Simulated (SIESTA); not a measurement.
**Sb: relaxation of cell and atoms with BLYP**

Crystal: Sb.

```
Sb
1.0
     3.16000    0.00000    0.00000
     0.00000    3.16000    0.00000
     0.00000    0.00000    3.16000
Sb
1
Direct
  0.00000 0.00000 0.00000
```

This isn't the form of Sb at room conditions, which is rhombohedral.

| Item | Value |
| --- | --- |
| Program | SIESTA 5.4.2 |
| Task | relaxation of cell and atoms |
| Functional | BLYP |
| Potentials or basis | PseudoDojo 0.4 standard (PBE files) |
| Basis | DZP (energy shift 0.003 Ry; two zetas on semicore shells) |
| Grid cutoff | 500 Ry |
| Energy shift | 0.003 Ry |
| k mesh | 8 × 8 × 8 |
| Occupations | fermi-dirac, width 0.05 eV |
| Spin | no spin polarisation |
| force tolerance | 0.02 eV/Å |

```
Relaxed volume                         : 33.07 Å³/atom
Relaxed cell                           : a = 3.210 Å, b = 3.210 Å, c = 3.210 Å, α = 90.00°, β = 90.00°, γ = 90.00°
Space group after relaxing (to 0.05 Å) : Pm-3m (No. 221)
Energy gained by relaxing              : 11.4 meV/atom
Ionic steps                            : 3
Pressure after relaxing                : 0.1 GPa
Band gap on the k mesh                 : none (metal or under the smearing width)
```

Step by step:
```csv
step,energy change (eV),largest force (eV/Å),pressure (GPa),volume (Å³)
1,0.0000,0.0000,2.52,31.55
2,-0.0080,0.0000,1.35,32.23
3,-0.0114,0.0000,0.07,33.07
```

Final structure:
```
CELL_PARAMETERS angstrom
3.20968 0.00000 0.00000
0.00000 3.20968 0.00000
0.00000 0.00000 3.20968
ATOMIC_POSITIONS crystal
Sb 0.00000 0.00000 0.00000
```

It took 53 s on 1 thread of Intel(R) Xeon(R) Platinum 8375C CPU @ 2.90GHz (Ice Lake) (shared host), peak memory 0.23 GiB.

Caveat: the potentials were made for another functional, which shifts forces and pressure; the basis of atomic orbitals isn't converged, which shifts pressures, moduli and gaps. Spin-orbit coupling is left out, which matters for the levels of Sb.
